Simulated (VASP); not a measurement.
# Na2S (Fm-3m) in VASP: further runs

Runs on Na2S. Level: PBE+D3(BJ). Tasks: single point, relaxation of cell and atoms.

Everything below comes from runs of VASP 6.6.1. Logs are shortened: lines on timing, memory, paths and dates and some standing lists are left out, and cuts for length are marked.

## Step 1: Starting point

It takes space group Fm-3m (No. 225, cubic). Conventional cell: a = 6.440 Å, b = 6.440 Å, c = 6.440 Å, α = 90.00°, β = 90.00°, γ = 90.00°. Na (site symmetry -43m) is surrounded by 4 S at 2.79 Å. Around S (site symmetry m-3m) lie 8 Na at 2.79 Å.

The cell comes from a database or a generator and needn't be the stable form of this composition.

## Step 2: Single point, PBE+D3(BJ)

File INCAR:

```
SYSTEM = Na2S
  PREC = Accurate
  ENCUT = 520
  EDIFF = 1E-6
  ISMEAR = 0
  SIGMA = 0.02
  LREAL = .FALSE.
  LASPH = .TRUE.
  NELM = 100
  ALGO = Normal
  ISIF = 2
  LWAVE = .FALSE.
  LCHARG = .FALSE.
  GGA = PE
  IVDW = 12
  NBANDS = 17
```

File KPOINTS:

```
Automatic mesh
0
G
  6 6 6
  0 0 0
```

File POSCAR:

```
Na2S
1.0
    0.0000000000      3.2198309702      3.2198309702
    3.2198309702      0.0000000000      3.2198309702
    3.2198309702      3.2198309702      0.0000000000
Na S
2 1
Direct
    0.2500000000      0.2500000000      0.2500000000
    0.7500000000      0.7500000000      0.7500000000
    0.0000000000      0.0000000000      0.0000000000
```

Potentials or basis: VASP PAW PBE potentials, release 64 (Na_pv, S).

Run with:

```bash
cat potpaw_PBE.64/Na_pv/POTCAR potpaw_PBE.64/S/POTCAR > POTCAR
mpirun -np 1 vasp_std > vasp.out
```

OUTCAR:

```text
SYSTEM = Na2S
   PREC = Accurate
   ENCUT = 520
   EDIFF = 1E-6
   ISMEAR = 0
   LREAL = .FALSE.
   LASPH = .TRUE.
   NELM = 100
   ISIF = 2
   GGA = PE
   IVDW = 12
 IVDW          = 12

 ion  position               nearest neighbor table
   1  0.250  0.250  0.250-   3 2.79   3 2.79   3 2.79   3 2.79
   2  0.750  0.750  0.750-   3 2.79   3 2.79   3 2.79   3 2.79
   3  0.000  0.000  0.000-   2 2.79   2 2.79   2 2.79   1 2.79   2 2.79   1 2.79   1 2.79   1 2.79

  LATTYP: Found a face centered cubic cell.
 ALAT       =     6.4396619404

  Lattice vectors:

 A1 = (   0.0000000000,   3.2198309702,   3.2198309702)
 A2 = (   3.2198309702,   0.0000000000,   3.2198309702)
 A3 = (   3.2198309702,   3.2198309702,   0.0000000000)

Analysis of symmetry for initial positions (statically):
=====================================================================
 Subroutine PRICEL returns:
 Original cell was already a primitive cell.

 Routine SETGRP: Setting up the symmetry group for a
 face centered cubic supercell.

 Subroutine GETGRP returns: Found 48 space group operations
 (whereof 48 operations were pure point group operations)
 out of a pool of 48 trial point group operations.

The static configuration has the point symmetry O_h .

Analysis of symmetry for dynamics (positions and initial velocities):
=====================================================================
 Subroutine PRICEL returns:
 Original cell was already a primitive cell.

 Routine SETGRP: Setting up the symmetry group for a
 face centered cubic supercell.

 Subroutine GETGRP returns: Found 48 space group operations
 (whereof 48 operations were pure point group operations)
 out of a pool of 48 trial point group operations.

The dynamic configuration has the point symmetry O_h .

 Subroutine INISYM returns: Found 48 space group operations
 (whereof 48 operations are pure point group operations),
 and found     1 'primitive' translations

----------------------------------------------------------------------------------------

                                     Primitive cell

  volume of cell :      66.7620

  direct lattice vectors                    reciprocal lattice vectors
     0.000000000  3.219830970  3.219830970    -0.155287655  0.155287655  0.155287655
     3.219830970  0.000000000  3.219830970     0.155287655 -0.155287655  0.155287655
     3.219830970  3.219830970  0.000000000     0.155287655  0.155287655 -0.155287655

  length of vectors
     4.553528627  4.553528627  4.553528627     0.268966108  0.268966108  0.268966108

  position of ions in fractional coordinates (direct lattice)
     0.250000000  0.250000000  0.250000000
     0.750000000  0.750000000  0.750000000
     0.000000000  0.000000000  0.000000000

  ion indices of the primitive-cell ions
   primitive index   ion index
                 1           1
                 2           2
                 3           3

----------------------------------------------------------------------------------------

 KPOINTS: Automatic mesh

Automatic generation of k-mesh.
 Grid dimensions read from file:
 generate k-points for:    6    6    6

 Generating k-lattice:

  Cartesian coordinates                     Fractional coordinates (reciprocal lattice)
    -0.025881276  0.025881276  0.025881276     0.166666667  0.000000000  0.000000000
     0.025881276 -0.025881276  0.025881276     0.000000000  0.166666667  0.000000000
     0.025881276  0.025881276 -0.025881276     0.000000000  0.000000000  0.166666667

  Length of vectors
     0.044827685  0.044827685  0.044827685

  Shift w.r.t. Gamma in fractional coordinates (k-lattice)
     0.000000000  0.000000000  0.000000000

 Subroutine IBZKPT returns following result:
 ===========================================

 Found     16 irreducible k-points:

 Following reciprocal coordinates:
            Coordinates               Weight
  0.000000  0.000000  0.000000      1.000000
  0.166667  0.000000  0.000000      8.000000
  0.333333  0.000000  0.000000      8.000000
  0.500000  0.000000  0.000000      4.000000
  0.166667  0.166667  0.000000      6.000000
  0.333333  0.166667  0.000000     24.000000
[... 8 lines left out ...]
 -0.333333  0.333333  0.166667     24.000000
 -0.333333  0.500000  0.166667     12.000000
   k-points           NKPTS =     16   k-points in BZ     NKDIM =     16   number of bands    NBANDS=     17
   number of dos      NEDOS =    301   number of ions     NIONS =      3
   total plane-waves  NPLWV =  46656
   dimension x,y,z NGX =    36 NGY =   36 NGZ =   36
   dimension x,y,z NGXF=    72 NGYF=   72 NGZF=   72
   ions per type =               2   1
   NGX,Y,Z   is equivalent  to a cutoff of  13.14, 13.14, 13.14 a.u.
   NGXF,Y,Z  is equivalent  to a cutoff of  26.29, 26.29, 26.29 a.u.
 SYSTEM =  Na2S
   PREC   = accura    normal or accurate (medium, high low for compatibility)
   ISTART =      0    job   : 0-new  1-cont  2-samecut
   ICHARG =      2    charge: 1-file 2-atom 10-const
   ISPIN  =      1    spin polarized calculation?
   LNONCOLLINEAR =      F non collinear calculations
   LSORBIT =      F    spin-orbit coupling
   LASPH  =      T    aspherical Exc in radial PAW
   ENCUT  =  520.0 eV  38.22 Ry    6.18 a.u.   8.47  8.47  8.47*2*pi/ulx,y,z
   NELM   =    100;   NELMIN=  2; NELMDL= -5     # of ELM steps
   EDIFF  = 0.1E-05   stopping-criterion for ELM
   LREAL  =      F    real-space projection
   EDIFFG = 0.1E-04   stopping-criterion for IOM
   NSW    =      0    number of steps for IOM
   IBRION =     -1    ionic relax: 0-MD 1-quasi-New 2-CG
   NFREE  =      0    steps in history (QN), initial steepest desc. (CG)
   ISIF   =      2    stress and relaxation
   ISYM   =      2    0-nonsym 1-usesym 2-fastsym
   POTIM  = 0.5000    time-step for ionic-motion
   TEBEG  =    0.0;   TEEND  =   0.0 temperature during run
   PSTRESS=    0.0 pullay stress
   NELECT =      20.0000    total number of electrons
   NUPDOWN=      -1.0000    fix difference up-down
   EMIN   =  10.00;   EMAX   =-10.00  energy-range for DOS
   EFERMI =   0.00;   METHOD = LEGACY
   ISMEAR =     0;   SIGMA  =   0.02  broadening in eV -4-tet -1-fermi 0-gaus
   EFERMI_NEDOS =   21; number of points for ismear=-14 and -15
   IALGO  =     38    algorithm
   IMIX   =      4    mixing-type and parameters
     AMIX     =   0.40;   BMIX     =  1.00
     AMIX_MAG =   1.60;   BMIX_MAG =  1.00
  volume/ion in A,a.u.               =      22.25       150.18
  Fermi-wavevector in a.u.,A,eV,Ry     =   1.095406  2.070017 16.325823  1.199914
  Thomas-Fermi vector in A             =   2.231729
   LORBIT       =      0    0 simple, 1 ext, 2 COOP (PROOUT), +10 PAW based schemes
   GGA     = PE    functional components
   LHFCALC =     F    Hartree Fock is set to
   AEXX    =    0.0000 exact exchange contribution
   IVDW    =    12    specifies the selected vdW correction
   LEPSILON=     F    determine dielectric tensor
   LRPA    =     F    only Hartree local field effects (RPA)
 non-spin polarized calculation
 Gauss-broadening in eV      SIGMA  =   0.02
  energy-cutoff  :      520.00
  volume of cell :       66.76
 maximum number of plane-waves:      1820
 NGX is ok and might be reduce to    36
   NGX = 17   NGY = 17   NGZ = 17

 number of electron      19.9999993 magnetization

 Free energy of the ion-electron system (eV)
  ---------------------------------------------------
  ext. energy  EPLUGINS =         0.00000000
  ---------------------------------------------------
  free energy    TOTEN  =        -9.95217244 eV

  energy without entropy =       -9.95217244  energy(sigma->0) =       -9.95217244

 E-fermi :   0.5346     XC(G=0):  -7.9993

 val. band max:        0.3934363514   @ k =   0.0000   0.0000   0.0000
 cond. band min:       3.0370924653   @ k =   0.0000   0.0000   0.0000
 fundamental gap:      2.6436561140
 Fermi energy:         0.5346012387

 k-point     1 :       0.0000    0.0000    0.0000
  band No.  band energies     occupation
      1     -21.7517      2.00000
      2     -21.7517      2.00000
      3     -21.7517      2.00000
      4     -21.6895      2.00000
      5     -21.6895      2.00000
      6     -21.6895      2.00000
[... 9 lines left out ...]
     16       9.8584      0.00000
     17      11.8765      0.00000

 k-point     2 :       0.1667    0.0000    0.0000
  band No.  band energies     occupation
      1     -21.7491      2.00000
      2     -21.7478      2.00000
      3     -21.7478      2.00000
      4     -21.6960      2.00000
      5     -21.6939      2.00000
      6     -21.6939      2.00000
[... 9 lines left out ...]
     16       9.4237      0.00000
     17      11.2262      0.00000

 k-point     3 :       0.3333    0.0000    0.0000
  band No.  band energies     occupation
      1     -21.7415      2.00000
      2     -21.7370      2.00000
      3     -21.7370      2.00000
      4     -21.7113      2.00000
      5     -21.7058      2.00000
      6     -21.7058      2.00000
[... 9 lines left out ...]
     16      10.3422      0.00000
     17      11.0633      0.00000

 k-point     4 :       0.5000    0.0000    0.0000
  band No.  band energies     occupation
      1     -21.7317      2.00000
      2     -21.7250      2.00000
      3     -21.7227      2.00000
      4     -21.7227      2.00000
      5     -21.7207      2.00000
      6     -21.7207      2.00000
[... 9 lines left out ...]
     16      11.9815      0.00000
     17      11.9815      0.00000
[... 183 lines left out ...]
      1     -21.7666      2.00000
      2     -21.7556      2.00000
      3     -21.7412      2.00000
      4     -21.7048      2.00000
      5     -21.6953      2.00000
      6     -21.6811      2.00000
[... 9 lines left out ...]
     16      11.7615      0.00000
     17      12.6880      0.00000

 k-point    15 :      -0.3333    0.3333    0.1667
  band No.  band energies     occupation
      1     -21.7704      2.00000
      2     -21.7643      2.00000
      3     -21.7234      2.00000
      4     -21.7233      2.00000
      5     -21.6837      2.00000
      6     -21.6827      2.00000
[... 9 lines left out ...]
     16      11.2604      0.00000
     17      12.6601      0.00000

 k-point    16 :      -0.3333    0.5000    0.1667
  band No.  band energies     occupation
      1     -21.7796      2.00000
      2     -21.7688      2.00000
      3     -21.7442      2.00000
      4     -21.7021      2.00000
      5     -21.6791      2.00000
      6     -21.6752      2.00000
[... 9 lines left out ...]
     16      11.8300      0.00000
     17      12.6455      0.00000

------------------------ aborting loop because EDIFF is reached ----------------------------------------

 Edisp (eV)   -0.74063

 E8    (eV) :    -0.3279

  FORCE on cell =-STRESS in cart. coord.  units (eV):
  Direction    XX          YY          ZZ          XY          YZ          ZX
  --------------------------------------------------------------------------------------
  -------------------------------------------------------------------------------------
  Total       0.02212     0.02212     0.02212     0.00000     0.00000     0.00000
  in kB       0.53075     0.53075     0.53075     0.00000     0.00000     0.00000
  external pressure =        0.53 kB  Pullay stress =        0.00 kB

 VOLUME and BASIS-vectors are now :
 -----------------------------------------------------------------------------
  energy-cutoff  :      520.00
  volume of cell :       66.76
      direct lattice vectors                 reciprocal lattice vectors
     0.000000000  3.219830970  3.219830970    -0.155287655  0.155287655  0.155287655
     3.219830970  0.000000000  3.219830970     0.155287655 -0.155287655  0.155287655
     3.219830970  3.219830970  0.000000000     0.155287655  0.155287655 -0.155287655

 POSITION                                       TOTAL-FORCE (eV/Angst)
 -----------------------------------------------------------------------------------
      1.60992      1.60992      1.60992         0.000000      0.000000      0.000000
      4.82975      4.82975      4.82975        -0.000000     -0.000000     -0.000000
      0.00000      0.00000      0.00000        -0.000000      0.000000     -0.000000
 -----------------------------------------------------------------------------------
    total drift:                                0.000000      0.000000      0.000000

  FREE ENERGIE OF THE ION-ELECTRON SYSTEM (eV)
  ---------------------------------------------------
  free  energy   TOTEN  =       -10.6928054769 eV

  energy  without entropy=      -10.6928054769  energy(sigma->0) =      -10.69280548
```

Wall time 7.6 s (1 thread of Intel Xeon 6975P-C (Granite Rapids), shared host); peak memory 0.2 GiB.

Results:

* Free energy: -10.6928 eV
* Pressure: 0.1 GPa
* Band gap on the k mesh: 2.64 eV, direct
* Dispersion energy per atom: -0.247 eV

Levels at points of the mesh, in eV from the valence-band top:
| k point | band 7 | band 8 | band 9 | band 10 | band 11 | band 12 | band 13 | band 14 |
| --- | --- | --- | --- | --- | --- | --- | --- | --- |
| (0.00, 0.00, 0.00) | -10.21 | 0.00 | 0.00 | 0.00 | 2.64 | 7.90 | 7.90 | 7.90 |
| (0.50, 0.00, 0.00) | -9.93 | -1.72 | -0.13 | -0.13 | 4.99 | 6.64 | 7.26 | 7.26 |
| (0.50, 0.50, 0.00) | -9.84 | -1.54 | -0.47 | -0.47 | 3.87 | 6.15 | 8.84 | 10.08 |

Expect the measured gap to be larger: semilocal functionals such as PBE lack the derivative discontinuity.

## Step 3: Relaxation of cell and atoms, PBE+D3(BJ)

This run uses another cell than the first one, of 22.87 Å³/atom, 1.028 times its volume.

File INCAR:

```
PREC = Accurate ; ENCUT = 600
EDIFF = 1E-7 ; ISMEAR = 0
SIGMA = 0.02 ; LREAL = False
LASPH = True ; NELM = 100
ALGO = Normal ; ISIF = 3
LWAVE = False ; LCHARG = False
GGA = PE ; IVDW = 12
IBRION = 2 ; NSW = 70
EDIFFG = -0.02
```

File KPOINTS:

```
regular mesh
0
Gamma
  6 6 6
```

File POSCAR:

```
Na2S
1.0
    0.0000000000      3.2491545700      3.2491545700
    3.2491545700      0.0000000000      3.2491545700
    3.2491545700      3.2491545700      0.0000000000
Na S
2 1
Direct
    0.2500000000      0.2500000000      0.2500000000
    0.7500000000      0.7500000000      0.7500000000
    0.0000000000      0.0000000000      0.0000000000
```

Potentials or basis: VASP PAW PBE potentials, release 64 (Na_pv, S).

Run with:

```bash
cat potpaw_PBE.64/Na_pv/POTCAR potpaw_PBE.64/S/POTCAR > POTCAR
mpirun -np 1 vasp_std > vasp.out
```

Run time: 21 s. Hardware: 1 thread of Intel Xeon 6975P-C (Granite Rapids), shared host; peak memory 0.24 GiB.

It converged, with:

```
Free energy                            : -10.6931 eV
Relaxed volume                         : 22.30 Å³/atom
Relaxed cell                           : a = 4.556 Å, b = 4.556 Å, c = 4.556 Å, α = 60.00°, β = 60.00°, γ = 60.00°
Space group after relaxing (to 0.05 Å) : Fm-3m (No. 225)
Energy gained by relaxing              : 1.4 meV/atom
Ionic steps                            : 3
Pressure after relaxing                : 0.0 GPa
Band gap on the k mesh                 : 2.64 eV, direct
Dispersion energy per atom             : -0.246 eV
```

Step by step:
| step | energy change (eV) | largest force (eV/Å) | pressure (GPa) | volume (Å³) |
| --- | --- | --- | --- | --- |
| 1 | 0.0000 | 0.0000 | -0.77 | 68.60 |
| 2 | -0.0037 | 0.0000 | -0.30 | 67.51 |
| 3 | -0.0043 | 0.0000 | -0.01 | 66.89 |

Final structure:
```yaml
crystal:
  lattice:
    - [0.00000, 3.22187, 3.22187]
    - [3.22187, 0.00000, 3.22187]
    - [3.22187, 3.22187, 0.00000]
  atoms:
    - { symbol: Na, position: [0.25000, 0.25000, 0.25000] }
    - { symbol: Na, position: [0.75000, 0.75000, 0.75000] }
    - { symbol: S, position: [0.00000, 0.00000, 0.00000] }
```

Levels at points of the mesh, in eV from the valence-band top:
```tsv
k point	band 6	band 7	band 8	band 9	band 10	band 11	band 12	band 13	band 14
(0.00, 0.00, 0.00)	-22.09	-10.21	0.00	0.00	0.00	2.64	7.90	7.90	7.90
(0.50, 0.00, 0.00)	-22.12	-9.93	-1.72	-0.13	-0.13	4.98	6.63	7.25	7.25
(0.50, 0.50, 0.00)	-22.07	-9.84	-1.54	-0.47	-0.47	3.87	6.14	8.82	10.07
```

A hybrid or GW would open this gap; PBE tends to underestimate it.
